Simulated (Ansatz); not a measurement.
CsBr (CsCl type)

```yaml
crystal:
  lattice:
    - [8.77795, 0.00000, 0.00000]
    - [4.38897, 4.38897, 0.00000]
    - [4.38897, 0.00000, 4.38897]
  atoms:
    - { symbol: Cs, position: [0.00000, 0.00000, 0.00000] }
    - { symbol: Cs, position: [0.50000, 0.00000, 0.00000] }
    - { symbol: Br, position: [0.75000, 0.50000, 0.50000] }
    - { symbol: Br, position: [0.25000, 0.50000, 0.50000] }
```

The atoms are displaced by Q × the pattern below (from a DFPT mode at R = (0.5, 0.5, 0.5), largest move 1; Q in Å), at fixed cell. It is one choice among 3 degenerate patterns. (q is in reciprocal vectors of the primitive cell; the cell shown is doubled to hold the pattern.)

```
atom      x      y       z
----  -----  -----  ------
Br3   0.000  0.000   1.000
Br4   0.000  0.000  -1.000
```

Atoms not listed stay in place.

These are PBE (plane waves to 420 eV, PAW, scalar-relativistic; Ansatz, a first-principles code) values and carry that method's errors. k mesh 8×8×8 (Γ-centred), Fermi-Dirac smearing 0.05 eV. CsBr was relaxed with its symmetry unable to fall. 

| Q (Å) | −dE/dQ from forces (eV/Å) |
|---|---|
| -0.180 | 0.514 |
| -0.150 | 0.422 |
| -0.120 | 0.334 |
| -0.090 | 0.248 |
| -0.060 | 0.164 |
| -0.030 | 0.082 |
| 0.000 | 0.000 |
| 0.030 | -0.082 |
| 0.060 | -0.164 |
| 0.090 | -0.248 |
| 0.120 | -0.334 |
| 0.150 | -0.422 |
| 0.180 | -0.514 |

Problem. What harmonic wavenumber does the curvature at Q = 0 give?

Solution. 68 cm⁻¹. E″ = 2.72 eV/Å², M = Σ mᵢ|uᵢ|² = 159.8 u, ν̃ = 521.5·√(|E″|/M).

(For displaced atoms, the force is minus the slope of the energy, and its curvature is a force constant, which sets phonon frequencies.)
